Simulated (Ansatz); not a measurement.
Runs of Ansatz 0.2.0 on Ni. Symmetry: Fm-3m, No. 225, cubic system. Conventional cell: a = 3.475 Å, b = 3.475 Å, c = 3.475 Å, α = 90.00°, β = 90.00°, γ = 90.00°. Around Ni (site symmetry m-3m) lie 12 Ni at 2.46 Å. 

```csv
task,level,cell,k mesh,cutoff (eV),atoms under strain,q mesh,points for each segment of the path,mesh quality,gap on the mesh (eV),pressure (GPa),moment (μB),relaxed volume (Å³/atom)
relaxation of cell and atoms,PBEsol+D3(BJ),relaxed,13 × 13 × 13,420,-,-,-,not flagged,-,0.0,0.63,10.08
elastic constants,LDA,as given,10 × 10 × 10,420,clamped,-,-,not flagged,none,-9.6,0.70,-
relaxation of cell and atoms,HSE03,relaxed,7 × 7 × 7,420,-,-,-,coarse,none,0.0,0.99,(b)
single point,r2SCANh,as given,7 × 7 × 7,500,-,-,-,coarse,none,2.4,(d),-
phonons,PBE,as given,10 × 10 × 10,420,-,2 × 2 × 2,8,not flagged,none,-,(a),-
relaxation of cell and atoms,RPBE+D3(BJ),relaxed,13 × 13 × 13,420,-,-,-,not flagged,-,0.0,0.62,9.58
relaxation of cell and atoms,PBEsol+D4,relaxed,13 × 13 × 13,420,-,-,-,not flagged,-,0.0,0.63,(c)
single point,r2SCAN50,as given,7 × 7 × 7,500,-,-,-,coarse,none,4.6,0.99,-
```

Alike in all rows: potentials or basis Ansatz PAW; spin collinear, ferromagnetic start; smearing fermi-dirac 0.05 eV.

Fill in the values left out.

(a) 0.72; (b) 10.84; (c) 10.21; (d) 0.98.

Caveats: some runs use coarse meshes; the PAW data sets come from PBE, with cores solved anew for the run's functional, which leaves a small shift of forces and pressure (some runs); the plane-wave basis is chosen anew once the cell has moved, so the energies of steps on either side of that aren't comparable (some runs); the magnetic or orbital state may not be the lowest (some runs); the thresholds are loose for stress (some runs); the cell is more than 3 GPa from zero pressure, which shifts response properties (some runs); elastic constants of metals need much finer meshes, so these are rough (some runs).

A gap of «none» marks a metal or a gap under the smearing width.
